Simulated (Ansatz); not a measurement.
# MoS$_{2}$: stiffness from a series of strains

```xyz
6
Lattice="3.1610 0.0000 0.0000 -1.5805 2.7375 0.0000 0.0000 0.0000 12.2950" Properties=species:S:1:pos:R:3 pbc="T T T"
Mo    0.0000    1.8250    3.0737
Mo    1.5805    0.9125    9.2212
S     0.0000    1.8250    7.7151
S     1.5805    0.9125    1.5676
S     0.0000    1.8250   10.7274
S     1.5805    0.9125    4.5799
```

Atom numbers follow the list: Mo1, Mo2, S3, S4, S5, S6.

The cell comes from COD entry 9007660, which wasn't checked; take it as a given geometry.

Method: DFT, LDA, all-electron LAPW, scalar-relativistic (Ansatz 0.2.0).

The runs use a Γ-centred 10×10×3 k mesh, Fermi–Dirac smearing of 0.03 eV, basis error target 1 meV/atom, no spin polarisation.

The strain is applied along the Cartesian axes of the cell as listed (the other components stay zero). Fractional coordinates are held (clamped ions).

σ is the change of stress from the unstrained cell, which is at 1.12 GPa; tension is positive, so slopes are stress–strain coefficients at that pressure.

Only quantities that a quadratic follows smoothly over the whole series are listed; rougher ones are left out.

| εzz | σzz (GPa) | σxx (GPa) |
| --- | --- | --- |
| -0.0300 | -9.76 | -3.60 |
| -0.0200 | -6.37 | -2.32 |
| -0.0100 | -3.12 | -1.12 |
| 0.0000 | 0.00 | 0.00 |
| 0.0100 | 2.98 | 1.05 |
| 0.0300 | 8.57 | 2.93 |

Q: Fit the series and read off the stiffness at zero strain.

A: Least-squares fits y = p0 + p1 x + p2 x² to the rows give σzz (GPa): p1 = 305, p2 = -660; σxx (GPa): p1 = 109, p2 = -370. So C33 = 305 GPa and C13 = 109 GPa, for these axes.

Q: One run, at εzz = 0.0200, is withheld. Predict its row.

A: The fits give 5.84, 2.03; the run gave 5.84, 2.02.
